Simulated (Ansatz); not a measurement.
LiF (started from an entry of an open crystallographic database), relaxed with r2SCAN in the plane-wave code Ansatz. It is cubic, Fm-3m (No. 225); conventional cell a = 3.990 Å, 7.94 Å³ an atom. Li is surrounded by 6 F at 1.99 Å; F is surrounded by 6 Li at 1.99 Å.

The axes x, y and z are those of this cell:
```
Li F
1.0
     0.00000    1.99487    1.99487
     1.99487    0.00000    1.99487
     1.99487    1.99487    0.00000
Li F
1 1
Direct
  0.00000 0.00000 0.00000
  0.50000 0.50000 0.50000
```

Unstrained: The PBE gap is indirect, 9.347 eV (Γ–K (0.17 of the way from Γ) to Γ), below the direct gap of 9.348 eV at Γ. Least and direct gap differ so little that the kind isn't settled. With r2SCAN the gap is 10.330 eV and direct, at Γ. With HSE06 the valence top lies at Γ–K (0.17 of the way from Γ) and the conduction bottom at Γ, 11.674 eV higher; the smallest vertical gap, at Γ, is 11.675 eV. Least and direct gap differ so little that the kind isn't settled. Meshes: PBE 10×10×10, r2SCAN 10×10×10, HSE06 8×8×8. Strains are changes of length per length. After each strain the atoms were relaxed again with r2SCAN within the symmetry that the strain leaves, so tilts or polar shifts that break it weren't tested; points keep the names that they have in the unstrained zone. The values are computed, spin-unpolarised, and not measurements.

(1) One strain changed the r2SCAN stress by xx +11.41, yy +11.41, zz +11.41 GPa (compression positive) and the gap by +1.141 eV (PBE), +1.198 eV (r2SCAN), +1.223 eV (HSE06). Which kind of strain was it, and roughly how large?

(2) Apply isotropic -0.97 % on every length. How far does the gap move, against the unstrained cell?

(3) One strain changed the r2SCAN stress by xx -4.51, yy -4.51, zz -0.02 GPa (compression positive) and the gap by -0.506 eV (PBE), -0.529 eV (r2SCAN), -0.545 eV (HSE06). Which kind of strain was it, and roughly how large?

(4) Estimate what uniaxial +5.31 % along y, other directions held does to the gap.

Answers

(1) Isotropic -3.77 % on every length. The pattern of the stress gives the kind; the size needs the stiffness, so it is an estimate.

(2) PBE: the gap goes from 9.347 to 9.621 eV (+0.274 eV); the edges go from Γ–K (0.17) → Γ to Γ–K (0.19) → Γ. r2SCAN: the gap goes from 10.330 to 10.617 eV (+0.287 eV). HSE06: the gap goes from 11.674 to 11.969 eV (+0.295 eV); least and direct gap lie within 0.04 eV, so its kind isn't settled. The r2SCAN energy rises by 1.7 meV an atom.

(3) Epitaxial +3.71 % in the xy plane, free normal strain -2.25 %. The pattern of the stress gives the kind; the size needs the stiffness, so it is an estimate.

(4) PBE: the gap goes from 9.347 to 8.814 eV (-0.533 eV); least and direct gap lie within 0.04 eV, so its kind isn't settled. r2SCAN: the gap goes from 10.330 to 9.775 eV (-0.555 eV). HSE06: the gap goes from 11.674 to 11.098 eV (-0.576 eV); least and direct gap lie within 0.04 eV, so its kind isn't settled. The r2SCAN energy rises by 7.8 meV an atom.

Where an edge lies off the special points, it is a point of the mesh or the k point where a search put PBE's edge or least direct gap, reused for the other functionals, whose own edges may lie a little apart.

The meshes of the hybrids are coarse, so their gaps aren't converged to the digits shown.
